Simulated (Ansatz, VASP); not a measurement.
# Zn3H8Se3 (ZnSe wire along [110], 6 atoms a period, H-terminated) in two plane-wave programs

Aim: how closely do two programs agree when they are given the same cell, functional and k mesh? The structure shown is the start of the Ansatz relaxation below; VASP solves that cell, so the two are compared at the walk's first step.

Program: Ansatz 0.2.0. Level of theory: plane waves, with VASP 6.6.1 beside it; single point at PBE. Results are calculated unless marked as measured.

**1. The starting structure**

The cell holds 14 atoms: 8 H, 3 Zn and 3 Se. Its edges and angles: a = 12.918 Å, b = 13.439 Å, c = 4.059 Å, α = 90.0°, β = 90.0°, γ = 90.0°. Vacuum lies along a and b. The structure's axis is c.

**2. Ansatz: relaxation, PBE**

Ansatz runs on its PAW soft_1 files.

The two programs are compared at the cell with which this relaxation starts, whose forces are those of its first step.

input.yaml reads:

```yaml
crystal:
  lattice:
    - [12.918, 0.0, 0.0]
    - [0.0, 13.439, 0.0]
    - [0.0, 0.0, 4.058792924]
  atoms:
    - { symbol: H, position: [0.373390075, 0.252995015, 0.0] }
    - { symbol: Zn, position: [0.444005761, 0.348989106, 0.0] }
    - { symbol: H, position: [0.736792061, 0.499997102, 0.182155601] }
    - { symbol: H, position: [0.263198638, 0.499997102, 0.313821052] }
    - { symbol: Se, position: [0.555091068, 0.651005099, 0.5] }
    - { symbol: Se, position: [0.555091068, 0.348989106, 0.5] }
    - { symbol: H, position: [0.624812884, 0.745784075, 0.5] }
    - { symbol: H, position: [0.624812884, 0.25421013, 0.5] }
    - { symbol: Zn, position: [0.666176376, 0.499997102, 0.5] }
    - { symbol: H, position: [0.263198638, 0.499997102, 0.686178948] }
    - { symbol: H, position: [0.736792061, 0.499997102, 0.817844399] }
    - { symbol: Se, position: [0.332920454, 0.499997102, 0.0] }
    - { symbol: H, position: [0.373390075, 0.74699919, 0.0] }
    - { symbol: Zn, position: [0.444005761, 0.651005099, 0.0] }
kpoints:
  mp_grid: { grid: [1, 1, 20] }
scf:
  occupations: { method: fermi_dirac, width: 0.05 }
hamiltonian:
  xc: pbe
  pseudopotentials: { kind: paw, azcp: { folder: soft_1 } }
relax:
  cell: { fix: [a, b, alpha, beta, gamma] }
  max_steps: 45
  f_tol: 0.03
```

Started as:

```sh
ansatz run input.yaml --threads 4 --pin off --max-ram 16384MiB --backend cpu --events-out ev --progress --plain --runs-dir out
```

Numbers of over 12 decimals in the logs are rounded to 6 here.

Log:

```text
Engine: ansatz 0.2.0, aarch64-unknown-linux-gnu
Pseudopotentials: kind: paw
Pseudopotential: H, paw, valence charge 1, recommended cutoff 420 eV (normal), soft_1/H.paw.azcp
Pseudopotential: Zn, paw, valence charge 12, recommended cutoff 420 eV (normal), soft_1/Zn.paw.azcp
Pseudopotential: Se, paw, valence charge 16, recommended cutoff 420 eV (normal), soft_1/Se.paw.azcp
Functional definition: PBE
  parameter kappa = 0.804
  parameter beta = 0.066725
  exchange = pbe_x(kappa = kappa, mu = beta*pi^2/3)
  correlation = pbe_c(beta = beta)
Crystal: 14 atoms, lattice volume = 704.627 Å³
Basis set: ecut = 420 eV, 13815 PW (Γ), exchange–correlation on 180×180×60 points (8 copies of the dense FFT grid, shifted against one another)
Bands: 60, of which v1, the nominal top of the filled ones, is band 46 counted from 1 (45 counted from 0)
Symmetry: 4 space group operations
Space group: Pmm2 (ITA 25), of the structure as read, at distance tolerance 8.9e-5 Å
k-points: 11 of 20
Non-local potential: H, projectors of the file, l = 0: 2, l = 1: 1
Non-local potential: Zn, projectors of the file, l = 0: 2, l = 1: 2, l = 2: 3, l = 3: 1
Non-local potential: Se, projectors of the file, l = 0: 2, l = 1: 2, l = 2: 3, l = 3: 1
PAW form: soft (Blöchl's): semilocal exchange-correlation on the pseudo side does not see the compensation charge
PAW one-centre angular grid: H, 110 points (default); XC on 64 Gauss nodes
PAW one-centre angular grid: Zn, 590 points (default); XC on 64 Gauss nodes
PAW one-centre angular grid: Se, 590 points (default); XC on 64 Gauss nodes
Initial density: superposition of atomic densities (neutral atoms: chi_scale 0, normalization atom)
Initial wavefunctions: pseudopotential atomic-orbital guess
Functional: x = pbe(κ = 0.804, μ = 0.219515), c = pbe(β = 0.066725)
SCF iter   1: F=—  HF=-26491.404473 eV  |F-HF|=—  |Δ(HF+E_count)|=         —  Δρ=3.42e-2  dr2=1.33e1  ethr=3.10e-3  ⟨swp⟩=7.5  Hψ=3162  notcnv=0  defer=27
preconditioner: auto → LDOS  [metal: Δε(μ)=0.036 eV  Ē_g=10.134 eV  σ=0.050 eV  W_gap=0.18  n_scr=92 (ndim 8)  ℏωp=11.0 eV  f_vac=0.645  D(μ)=2.10/eV (n_scr^D=8)  β→1.0]
SCF iter   2: F=—  HF=-26490.366844 eV  |F-HF|=—  |Δ(HF+E_count)|=    1.04e0  Δρ=3.37e-2  dr2=1.16e1  ethr=3.10e-3  ⟨swp⟩=4.1  Hψ=1346  notcnv=0  defer=66
SCF iter   3: F=—  HF=-26488.299024 eV  |F-HF|=—  |Δ(HF+E_count)|=    2.07e0  Δρ=1.23e-2  dr2=1.41e0  ethr=3.10e-3  ⟨swp⟩=3.0  Hψ=1197  notcnv=0  defer=82
SCF iter   4: F=—  HF=-26488.127665 eV  |F-HF|=—  |Δ(HF+E_count)|=   1.71e-1  Δρ=9.81e-3  dr2=4.86e-1  ethr=1.53e-3  ⟨swp⟩=3.0  Hψ=1184  notcnv=0  defer=79
SCF iter   5: F=—  HF=-26488.013440 eV  |F-HF|=—  |Δ(HF+E_count)|=   1.14e-1  Δρ=3.62e-3  dr2=1.19e-1  ethr=5.28e-4  ⟨swp⟩=3.0  Hψ=1196  notcnv=0  defer=78
SCF iter   6: F=—  HF=-26488.002683 eV  |F-HF|=—  |Δ(HF+E_count)|=   1.08e-2  Δρ=1.33e-3  dr2=1.20e-2  ethr=1.29e-4  ⟨swp⟩=2.2  Hψ=729  notcnv=0  defer=78
SCF iter   7: F=—  HF=-26488.003283 eV  |F-HF|=—  |Δ(HF+E_count)|=   6.01e-4  Δρ=4.78e-4  dr2=9.22e-4  ethr=1.31e-5  ⟨swp⟩=2.0  Hψ=1065  notcnv=0  defer=78
SCF iter   8: F=—  HF=-26488.003370 eV  |F-HF|=—  |Δ(HF+E_count)|=   8.73e-5  Δρ=2.87e-4  dr2=3.62e-4  ethr=1.00e-6  ⟨swp⟩=2.0  Hψ=913  notcnv=0  defer=78
SCF iter   9: F=—  HF=-26488.003281 eV  |F-HF|=—  |Δ(HF+E_count)|=   8.94e-5  Δρ=6.40e-5  dr2=3.74e-5  ethr=3.93e-7  ⟨swp⟩=2.0  Hψ=904  notcnv=0  defer=78
SCF iter  10: F=—  HF=-26488.003352 eV  |F-HF|=—  |Δ(HF+E_count)|=   7.13e-5  Δρ=2.01e-5  dr2=3.09e-6  ethr=4.06e-8  ⟨swp⟩=2.5  Hψ=862  notcnv=0  defer=78
SCF iter  11: F=—  HF=-26488.003355 eV  |F-HF|=—  |Δ(HF+E_count)|=   3.13e-6  Δρ=6.22e-6  dr2=2.68e-7  ethr=3.36e-9  ⟨swp⟩=2.0  Hψ=910  notcnv=0  defer=78
SCF iter  12: F=-26488.003356 eV  HF=-26488.003356 eV  |F-HF|=4.87e-9  |Δ(HF+E_count)|=   3.65e-7  Δρ=1.88e-6  dr2=3.43e-8  ethr=1.09e-10  ⟨swp⟩=5.0  Hψ=2123  notcnv=0
SCF 1 converged in 12 iterations: F = -26488.003356 eV  dr2 = 3.43e-8
  greatest PAW one-centre occupation: 1.000 electrons in one spin orbital (limit 2), on the Se atom at site 11 (counted from 0), in its partial waves of l = 2
relax step   1: F+E_penalty+E_count = -26488.00335577 eV  Δ(F+E_penalty+E_count) = +0.000e0 eV  max|allowed force component| = 1.514e0 eV/Å  Δτ_max = 0.0000 Å  P = +0.509 GPa  Ω = 704.627 Å³  fix = [a, b, alpha, beta, gamma]  reactions: a +0.448, b -0.059 GPa  (12 SCF iters, dr2 threshold 1.00e-7 eV, accepted)
[...]
relax step  11: F+E_penalty+E_count = -26490.11192445 eV  Δ(F+E_penalty+E_count) = -1.862e-2 eV  max|allowed force component| = 2.195e-2 eV/Å  Δτ_max = 0.0000 Å  P = +0.015 GPa  Ω = 775.895 Å³  fix = [a, b, alpha, beta, gamma]  reactions: a -0.011, b +0.003 GPa  stress off target by 5.37e-2 GPa on what of the cell is left free  SCF on the basis re-selected at this cell (its energy is not comparable with the rows above)  (9 SCF iters)
[...]
relax step  12: F+E_penalty+E_count = -26490.11181626 eV  Δ(F+E_penalty+E_count) = +1.082e-4 eV  max|allowed force component| = 1.336e-2 eV/Å  Δτ_max = 0.0131 Å  P = -0.004 GPa  Ω = 778.981 Å³  energy of the carried Pulay correction = -5.373e-4 eV  fix = [a, b, alpha, beta, gamma]  reactions: a -0.012, b +0.025 GPa  (7 SCF iters, dr2 threshold 7.22e-9 eV, accepted)
[...]
relax step  13: F+E_penalty+E_count = -26490.11235997 eV  Δ(F+E_penalty+E_count) = -5.437e-4 eV  max|allowed force component| = 1.342e-2 eV/Å  Δτ_max = 0.0000 Å  P = -0.004 GPa  Ω = 778.981 Å³  fix = [a, b, alpha, beta, gamma]  reactions: a -0.012, b +0.024 GPa  stress off target by 2.39e-2 GPa on what of the cell is left free  SCF on the basis re-selected at this cell (its energy is not comparable with the rows above)  (7 SCF iters)
basis re-selected at this cell: Δ(F+E_penalty+E_count) = -5.437e-4 eV, ΔP = -0.000 GPa vs the last step (what re-selecting the basis moved, of the pressure what is left beyond the Pulay correction that the steps carried, after the strain that the cell walked since its last selection, with what the two solves' SCF thresholds leave and, on support functions, any second-order correction that the steps lacked; it is no m [...]
SCF converged after 7 iterations
Free energy (F): -26490.112360 eV
Harris-Foulkes:  -26490.112360 eV  (|F-HF|=3.51e-8)
Internal energy: -26490.106890 eV  (E = F + TS)
E sigma→0 (E₀):  -26490.109625 eV
Entropy (-TS):   -0.005470 eV (-0.391 meV/atom)
Fermi energy:    -2.351390 eV
--- Per-component energies (eV) ---
  E_band       = -2038.884901
  E_kinetic    = 872.067252
  E_local      = -38943.730435  (includes V_loc(G=0)·N_el)
  E_nonlocal   = 1399.577195
  E_hartree    = 18483.707045
  E_xc         = -555.623298
  E_vxc        = -507.337336  (∫ρ·V_xc dr)
  E_paw        = -12085.967866  (= ΣΔE_a)
  E_vpaw       = -1826.866973  (= ΣTr[D̂ρ^β])
  E_aug_tail   = -0.009416  (compensation charges beyond the density's cutoff)
  E_ewald      = 4339.872633
  E_smearing   = -0.005470  (= −TS)
  E_closure    = -0.000000  (closes the sum)
  Σ components = -26490.112360   (vs F -26490.112360, Δ=0.00e0)
--- Forces (eV/Å), atoms counted from 1 ---
  atom   1  H      0.00533817    -0.00433382    -0.00000000
  atom   2  Zn     0.00253569     0.00506516     0.00000000
  atom   3  H     -0.00382931    -0.00000000     0.00771419
  atom   4  H      0.00286246     0.00000000    -0.01200138
  atom   5  Se    -0.00913720     0.01186684     0.00000000
  atom   6  Se    -0.00913720    -0.01186684    -0.00000000
  atom   7  H     -0.00079816     0.00073270     0.00000000
  atom   8  H     -0.00079816    -0.00073270    -0.00000000
  atom   9  Zn     0.01341792    -0.00000000    -0.00000000
  atom  10  H      0.00286246    -0.00000000     0.01200138
  atom  11  H     -0.00382931     0.00000000    -0.00771419
  atom  12  Se    -0.00736262     0.00000000     0.00000000
  atom  13  H      0.00533817     0.00433382     0.00000000
  atom  14  Zn     0.00253569    -0.00506516    -0.00000000
  max |Σ_I F_I| component: 1.39e-6 eV/Å
--- Stress (GPa, compression-positive) ---
       -0.012402       0.000000      -0.000000
        0.000000       0.024492       0.000000
       -0.000000       0.000000      -0.023943
  P = ⅓ Tr σ = -0.0040 GPa (-0.040 kbar)
--- Relaxed structure (11 steps of the walk, 10 accepted, 2 SCFs on fresh bases) ---
  F+E_penalty+E_count = -26490.11235997 eV   max|allowed force component| = 1.342e-2 eV/Å   (the final SCF, on the basis selected at the relaxed cell)
  cell:  # Å, volume = 778.9805 Å³
    - [12.918, 0, 0]
    - [0, 13.439, 0]
    - [0, 0, 4.487086]
  atoms:
    - { symbol: H, position: [0.388958, 0.231105, -4.2747645421082205e-18] }
    - { symbol: Zn, position: [0.421484, 0.341615, -1.606606490137651e-18] }
    - { symbol: H, position: [0.741013, 0.5, 0.092891] }
    - { symbol: H, position: [0.316390, 0.5, 0.402389] }
    - { symbol: Se, position: [0.535600, 0.634521, 0.500000] }
    - { symbol: Se, position: [0.535600, 0.365479, 0.500000] }
    - { symbol: H, position: [0.596465, 0.727707, 0.500000] }
    - { symbol: H, position: [0.596465, 0.272293, 0.500000] }
    - { symbol: Zn, position: [0.669680, 0.5, 0.500000] }
    - { symbol: H, position: [0.316390, 0.5, 0.597611] }
    - { symbol: H, position: [0.741013, 0.5, 0.907109] }
    - { symbol: Se, position: [0.324178, 0.5, -2.507188132434554e-19] }
    - { symbol: H, position: [0.388958, 0.768895, 3.7733269156213064e-18] }
    - { symbol: Zn, position: [0.421484, 0.658385, 1.1051688636507382e-18] }
```

(Continued in part 2 of 2.)

[Lines on the potential files, build, host, timing and source positions are cut from VASP's logs without a mark.]

[Logs are printed without paths, hosts, clocks, repeated set-up lines and the standing remarks that a program may print on its own settings, such as how far it seeks lower states.]

[Hosts, paths, dates, database ids (printed as entryN), source tags and the programs' standing remarks are cut or masked in the printed files.]
